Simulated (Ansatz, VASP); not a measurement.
# VSb2: VASP beside Ansatz, part 2 of 2

Wanted: the spread between two codes on one cell, functional and k mesh. The two relaxations start from unlike cells of this crystal (the structure described is Ansatz's start), so only their ends are compared.

VASP 6.6.1 and Ansatz 0.2.0.

So far: Starting point; Ansatz: relaxation of cell and atoms, BLYP.

### 3. VASP: relaxation of cell and atoms, BLYP

Level of this step: BLYP, spin-polarised from a ferromagnetic start; plane waves and PAW (V_sv, Sb) (VASP).

Its own start cell and the same functional (in two slightly different forms), mesh and smearing now go to VASP, with its own data sets.

Lines of VASP's logs that name or quote its potential files are left out, and so is its time.

Input file INCAR:

```
SYSTEM = VSb2
PREC = Accurate
ENCUT = 500
EDIFF = 1E-07
NELM = 200
ISMEAR = 0
SIGMA = 0.1
LREAL = .FALSE.
ALGO = Normal
GGA = B5
ALDAX = 1
AGGAX = 1
AGGAC = 1
ALDAC = 0
NBANDS = 33
ISPIN = 2
MAGMOM = -0.31 -0.31 0.01 0.01 0.01 0.01
LASPH = .TRUE.
LMAXMIX = 4
LORBIT = 11
LWAVE = .FALSE.
LCHARG = .FALSE.
ISIF = 3
IBRION = 2
NSW = 80
EDIFFG = -0.005
GGA_COMPAT = .FALSE.
NELMIN = 4
KPAR = 2
```

Input file POSCAR:

```
VSb2
1.0
   -3.3736056054      3.3736056054      2.8880068499
    3.3736056054     -3.3736056054      2.8880068499
    3.3736056054      3.3736056054     -2.8880068499
V Sb
2 4
Direct
    0.2500000000      0.2500000000      0.0000000000
    0.7500000000      0.7500000000      0.0000000000
    0.6567155014      0.1567155014      0.8134310026
    0.1567155014      0.3432844986      0.5000000000
    0.3432844986      0.8432844986      0.1865689974
    0.8432844986      0.6567155014      0.5000000000
```

Input file KPOINTS:

```
Automatic mesh
0
Gamma
8 8 8
0 0 0
```

PAW data sets: V_sv and Sb (PBE family, release 64).

Run with:

```console
> mpirun -np 2 vasp_std
```

Numbers of over 12 decimals in the logs are rounded to 6 here.

Output:

```text
[banner, memory and clock lines left out]
running    2 mpi-ranks, on    1 nodes
 distrk:  each k-point on    1 cores,    2 groups
 distr:  one band on    1 cores,    1 groups

 POSCAR found type information on POSCAR V Sb
 POSCAR found :  2 types and       6 ions
|                                                                             |
|               ----> ADVICE to this user running VASP <----                  |
|                                                                             |
|     You enforced a specific xc type in the INCAR file but a different       |
|     [... a line on the potential file left out ...]
|     I HOPE YOU KNOW WHAT YOU ARE DOING!                                     |
|                                                                             |

 LDA part: xc-table for (Slater(with rela. corr.)+VWN5), standard interpolation
 POSCAR, INCAR and KPOINTS ok, starting setup
 FFT: planning ... GRIDC
 FFT: planning ... GRID_SOFT
 FFT: planning ... GRID
 WAVECAR not read
 entering main loop
       N       E                     dE             d eps       ncg     rms          rms(c)
DAV:   1     0.422892645065E+03    0.42289E+03   -0.22217E+04  9084   0.121E+03
DAV:   2    -0.491744084121E+01   -0.42781E+03   -0.40874E+03  8839   0.349E+02
DAV:   3    -0.306208312401E+02   -0.25703E+02   -0.24403E+02  9862   0.838E+01
DAV:   4    -0.313156639975E+02   -0.69483E+00   -0.68696E+00  9860   0.133E+01
DAV:   5    -0.313264420849E+02   -0.10778E-01   -0.10755E-01  9716   0.178E+00    0.197E+01
DAV:   6    -0.389489893669E+02   -0.76225E+01   -0.58295E+01 10347   0.472E+01    0.317E+01
DAV:   7    -0.287005613881E+02    0.10248E+02   -0.42210E+01 10128   0.454E+01    0.899E+00
DAV:   8    -0.286597390908E+02    0.40822E-01   -0.22765E+00  8433   0.662E+00    0.291E+00
DAV:   9    -0.286154315245E+02    0.44308E-01   -0.25644E-01  9963   0.313E+00    0.161E+00
DAV:  10    -0.286162711792E+02   -0.83965E-03   -0.23569E-02  9879   0.118E+00    0.792E-01
DAV:  11    -0.286158942276E+02    0.37695E-03   -0.21843E-03  9162   0.321E-01    0.382E-01
DAV:  12    -0.286156448581E+02    0.24937E-03   -0.14718E-03 10442   0.231E-01    0.164E-01
DAV:  13    -0.286158615545E+02   -0.21670E-03   -0.25675E-04 10509   0.902E-02    0.903E-02
DAV:  14    -0.286159998120E+02   -0.13826E-03   -0.14351E-04 11063   0.600E-02    0.782E-02
DAV:  15    -0.286162337825E+02   -0.23397E-03   -0.36565E-04 10387   0.971E-02    0.709E-02
DAV:  16    -0.286166914325E+02   -0.45765E-03   -0.33437E-03 10312   0.298E-01    0.458E-02
DAV:  17    -0.286167693420E+02   -0.77910E-04   -0.55190E-04 11375   0.102E-01    0.280E-02
DAV:  18    -0.286167739029E+02   -0.45609E-05   -0.17285E-05  8220   0.261E-02    0.169E-02
DAV:  19    -0.286167766598E+02   -0.27569E-05   -0.14724E-05 10332   0.191E-02    0.103E-02
DAV:  20    -0.286167765806E+02    0.79266E-07   -0.87953E-06 10549   0.146E-02    0.395E-03
DAV:  21    -0.286167768923E+02   -0.31173E-06   -0.29996E-06 10168   0.106E-02    0.377E-03
DAV:  22    -0.286167769447E+02   -0.52431E-07   -0.11671E-07  5327   0.187E-03
   1 F= -.28616777E+02 E0= -.28602884E+02  d E =-.286168E+02  mag=    -0.5808
[...]
2 F= -.28616931E+02 E0= -.28603010E+02  d E =-.153752E-03  mag=    -0.6098
[...]
3 F= -.28616936E+02 E0= -.28603023E+02  d E =-.159533E-03  mag=    -0.6063
 curvature:  -0.40 expect dE=-0.240E-04 dE for cont linesearch -0.114E-06
 trial: gam= 0.19066 g(F)=  0.118E-04 g(S)=  0.479E-04 ort =-0.102E-04 (trialstep = 0.967E+00)
 search vector abs. value=  0.692E-04
 bond charge predicted
       N       E                     dE             d eps       ncg     rms          rms(c)
DAV:   1    -0.286171061711E+02   -0.16976E-03   -0.46899E-03  7937   0.634E-01    0.928E-02
DAV:   2    -0.286171530448E+02   -0.46874E-04   -0.90624E-04 10310   0.233E-01    0.122E-01
DAV:   3    -0.286169880328E+02    0.16501E-03   -0.47153E-04 10238   0.161E-01    0.285E-02
DAV:   4    -0.286169742744E+02    0.13758E-04   -0.28561E-05  9154   0.390E-02    0.570E-03
DAV:   5    -0.286169737591E+02    0.51525E-06   -0.22620E-06  9593   0.992E-03    0.300E-03
DAV:   6    -0.286169737128E+02    0.46338E-07   -0.31124E-07  7668   0.340E-03
   4 F= -.28616974E+02 E0= -.28603059E+02  d E =-.372351E-04  mag=    -0.6093
 trial-energy change:   -0.000037  1 .order   -0.000038   -0.000056   -0.000020
 step:   1.6968(harm=  1.5165)  dis= 0.00058  next Energy=   -28.616981 (dE=-0.445E-04)
 reached required accuracy - stopping structural energy minimisation
```

From OUTCAR (step 3):

```text
ion  position               nearest neighbor table
   1  0.250  0.250  0.000-   2 2.89   2 2.89   4 2.93   4 2.93   6 2.93   6 2.93   3 2.93   5 2.93
                             3 2.93   5 2.93
   2  0.750  0.750  0.000-   1 2.89   1 2.89   6 2.93   6 2.93   4 2.93   4 2.93   5 2.93   3 2.93
                             5 2.93   3 2.93
   3  0.657  0.157  0.813-   1 2.93   2 2.93   1 2.93   2 2.93   5 2.99   5 3.39   5 3.39   6 3.58
                             4 3.58   4 3.58   6 3.58   6 3.60   4 3.60   4 3.60   6 3.60
   4  0.157  0.343  0.500-   2 2.93   1 2.93   1 2.93   2 2.93   6 2.99   6 3.39   6 3.39   5 3.58
                             3 3.58   3 3.58   5 3.58   3 3.60   5 3.60   3 3.60   5 3.60
   5  0.343  0.843  0.187-   1 2.93   2 2.93   1 2.93   2 2.93   3 2.99   3 3.39   3 3.39   6 3.58
                             4 3.58   6 3.58   4 3.58   6 3.60   4 3.60   6 3.60   4 3.60
   6  0.843  0.657  0.500-   1 2.93   2 2.93   2 2.93   1 2.93   4 2.99   4 3.39   4 3.39   5 3.58
                             3 3.58   3 3.58   5 3.58   3 3.60   5 3.60   5 3.60   3 3.60

  LATTYP: Found a body centered tetragonal cell.
 ALAT       =     6.7472112108
 C/A-ratio  =     0.8560594176

 Subroutine GETGRP returns: Found 16 space group operations
 (whereof  8 operations were pure point group operations)

The static configuration has the point symmetry C_4h.
 The point group associated with its full space group is D_4h.

 Found     59 irreducible k-points:

   k-points           NKPTS =     59   k-points in BZ     NKDIM =     59   number of bands    NBANDS=     33

   dimension x,y,z NGX =    42 NGY =   42 NGZ =   42
   dimension x,y,z NGXF=    84 NGYF=   84 NGZF=   84

   ENCUT  =  500.0 eV  36.75 Ry    6.06 a.u.  10.17 10.17 10.17*2*pi/ulx,y,z

   NELECT =      46.0000    total number of electrons

 k-points in reciprocal lattice and weights: Automatic mesh
   0.00000000  0.00000000  0.00000000       0.002
   0.12500000  0.00000000  0.00000000       0.016
   0.25000000  0.00000000  0.00000000       0.016
   0.37500000  0.00000000 -0.00000000       0.016
   0.50000000  0.00000000  0.00000000       0.008
   0.12500000  0.12500000  0.00000000       0.016
   0.25000000  0.12500000 -0.00000000       0.031
   0.37500000  0.12500000  0.00000000       0.031
   0.50000000  0.12500000  0.00000000       0.031
[...]
-0.37500000 -0.37500000  0.37500000       0.004
   0.50000000  0.50000000  0.50000000       0.002

 average (electrostatic) potential at core
       1 -70.9724       2 -70.9724       3 -83.5172       4 -83.5172       5 -83.5172
       6 -83.5172

 E-fermi :   9.7345

 spin component 1
 k-point     1 :       0.0000    0.0000    0.0000
  band No.  band energies     occupation
    ...
     19       6.6818      1.00000
     20       7.1008      1.00000
     21       7.9830      1.00000
     22       8.4759      1.00000
     23       9.6338      0.92283
     24       9.9776      0.00029
     25      10.4224      0.00000
     26      10.4224      0.00000
     27      10.6642      0.00000
     28      10.6642      0.00000
    ...

 k-point     2 :       0.1250    0.0000    0.0000
  band No.  band energies     occupation
    ...
     18       6.8946      1.00000
     19       7.0442      1.00000
     20       7.4431      1.00000
     21       7.9553      1.00000
     22       8.4915      1.00000
     23       9.8295      0.08957
     24       9.9787      0.00028
     25      10.3276      0.00000
     26      10.3765      0.00000
     27      10.7432      0.00000
    ...

 k-point     3 :       0.2500    0.0000    0.0000
  band No.  band energies     occupation
    ...
     18       7.4381      1.00000
     19       7.5750      1.00000
     20       7.8650      1.00000
     21       8.4813      1.00000
     22       8.5945      1.00000
     23       9.9439      0.00153
     24       9.9910      0.00014
     25      10.2300      0.00000
     26      10.2347      0.00000
     27      10.8448      0.00000
    ...

 k-point     4 :       0.3750    0.0000   -0.0000
  band No.  band energies     occupation
    ...
     18       7.8761      1.00000
     19       8.1594      1.00000
     20       8.2618      1.00000
     21       8.6725      1.00000
     22       9.1115      1.00000
     23       9.7517      0.40396
     24       9.9499      0.00116
     25      10.1099      0.00000
     26      10.2429      0.00000
     27      10.8112      0.00000
    ...

 k-point     5 :       0.5000    0.0000    0.0000
  band No.  band energies     occupation
    ...
     18       7.7009      1.00000
     19       8.3371      1.00000
     20       8.3371      1.00000
     21       9.0068      1.00000
     22       9.0068      1.00000
     23       9.7902      0.21543
     24       9.7902      0.21543
     25      10.1581      0.00000
     26      10.1581      0.00000
     27      10.8234      0.00000
    ...

 k-point     6 :       0.1250    0.1250    0.0000
  band No.  band energies     occupation
    ...
     18       7.4398      1.00000
     19       7.5753      1.00000
     20       8.0221      1.00000
     21       8.3311      1.00000
     22       8.5630      1.00000
     23       9.8221      0.10775
     24      10.0264      0.00002
     25      10.1069      0.00000
     26      10.2789      0.00000
     27      10.8244      0.00000
    ...

  Total       -0.0210624     -0.0210624      0.0040010      0.0000000      0.0000000      0.0000000
  in kB       -0.2561428     -0.2561428      0.0486563      0.0000000      0.0000000      0.0000000
  external PRESSURE =      -0.1545431 kB  Pullay stress =       0.0000000 kB

  energy-cutoff  :      500.00
  volume of cell :      131.75
      direct lattice vectors                 reciprocal lattice vectors
    -3.374287285  3.374287285  2.892763575     0.000000000  0.148179440  0.172845097
     3.374287285 -3.374287285  2.892763575     0.148179440  0.000000000  0.172845097
     3.374287285  3.374287285 -2.892763575     0.148179440  0.148179440  0.000000000

 POSITION                                       TOTAL-FORCE (eV/Angst)
 -----------------------------------------------------------------------------------
      3.37429      3.37429     -1.44638         0.000000     -0.000000      0.000000
      3.37429      3.37429      1.44638        -0.000000      0.000000      0.000000
      1.05695      4.43124      0.00000        -0.002288     -0.002288      0.000000
      2.31734      1.05695      0.00000         0.002288     -0.002288     -0.000000
      2.31734     -1.05695      2.89276         0.002288      0.002288     -0.000000
      1.05695      2.31734      2.89276        -0.002288      0.002288     -0.000000
 -----------------------------------------------------------------------------------
    total drift:                               -0.000000      0.000000     -0.000000

  FREE ENERGIE OF THE ION-ELECTRON SYSTEM (eV)
  ---------------------------------------------------
  free  energy   TOTEN  =       -28.6169737128 eV

  energy  without entropy=      -28.5891448198  energy(sigma->0) =      -28.60305927

 reached required accuracy - stopping structural energy minimisation

 total charge
# of ion       s       p       d       tot
------------------------------------------
    1        2.201   6.121   3.117  11.439
    2        2.201   6.121   3.117  11.439
    3        1.188   1.221   0.044   2.454
    4        1.188   1.221   0.044   2.454
    5        1.188   1.221   0.044   2.454
    6        1.188   1.221   0.044   2.454
--------------------------------------------------
tot          9.152  17.129   6.412  32.693

 magnetization (x)
# of ion       s       p       d       tot
------------------------------------------
    1       -0.005  -0.002  -0.303  -0.310
    2       -0.005  -0.002  -0.303  -0.310
    3        0.001   0.013  -0.001   0.013
    4        0.001   0.013  -0.001   0.013
    5        0.001   0.013  -0.001   0.013
    6        0.001   0.013  -0.001   0.013
--------------------------------------------------
tot         -0.008   0.049  -0.610  -0.569

[... 6 further parts left out ...]
```

CONTCAR:

```
VSb2
   1.00000000000000
    -3.3742872850264636    3.3742872850264636    2.8927635751118457
     3.3742872850264636   -3.3742872850264636    2.8927635751118457
     3.3742872850264636    3.3742872850264636   -2.8927635751118457
  V               Sb
     2     4
Direct
     0.2500000000000000    0.2500000000000000    1.0000000000000000
     0.7500000000000000    0.7500000000000000    1.0000000000000000
     0.6566183381242658    0.1566183381242658    0.8132366760485280
     0.1566183381242658    0.3433816618757342    0.5000000000000000
     0.3433816618757342    0.8433816618757342    0.1867633239514719
     0.8433816618757342    0.6566183381242658    0.5000000000000000
```

The magnetic state follows from one typed start and may not be the lowest. The PAW data sets were made with PBE, which is usual practice but a small mismatch for other functionals. The run keeps the 16 symmetry operations of its start, so it cannot find a distortion of lower symmetry.

### 4. Comparison

Known differences besides the potentials themselves: VASP starts from the moments at which Ansatz ended; the data sets hold 86 valence electrons in Ansatz (on its default PAW (the set named soft_2) files) and 46 in VASP; the cutoff is 420 eV in Ansatz and 500 eV in VASP; Ansatz makes its cores anew for this functional, VASP keeps those of its PBE data sets; VASP's log shows a relativistic correction to its local exchange, Ansatz's none; Ansatz adds a Pulay correction to the stress that steers its cell, VASP none; site moments are counted in spheres of each program's own size. Total energies have different zeros and are not compared.

Both answers:

```csv
quantity,Ansatz,VASP,difference
volume (Å³),131.38,131.75,-0.28 %
"edge a after relaxation, in the typed setting (Å)",5.575,5.580,-0.10 %
total moment (μB),-0.61,-0.61,0.00
moment on V1 (μB),-0.31,-0.31,0.00
moment on V2 (μB),-0.31,-0.31,0.00
```

### 5. What came out

- difference in volume (relaxation of cell and atoms, BLYP): -0.28 %

In words: The difference in volume is -0.28 % (relaxation of cell and atoms, BLYP), within the 1.2 % picked in this series as the mark of a large difference, as far as the stopping tolerances let one tell. The data sets hold unlike numbers of valence electrons (86 in Ansatz and 46 in VASP), so part of the differences comes from the potentials. How closely two codes agree says nothing of how well the functional describes the real material.

[Lines on the potential files, build, host, timing and source positions are cut from VASP's logs without a mark.]

[Logs are printed without paths, hosts, clocks, repeated set-up lines and the standing remarks that a program may print on its own settings, such as how far it seeks lower states.]

[Hosts, paths, dates, database ids (printed as entryN), source tags and the programs' standing remarks are cut or masked in the printed files.]
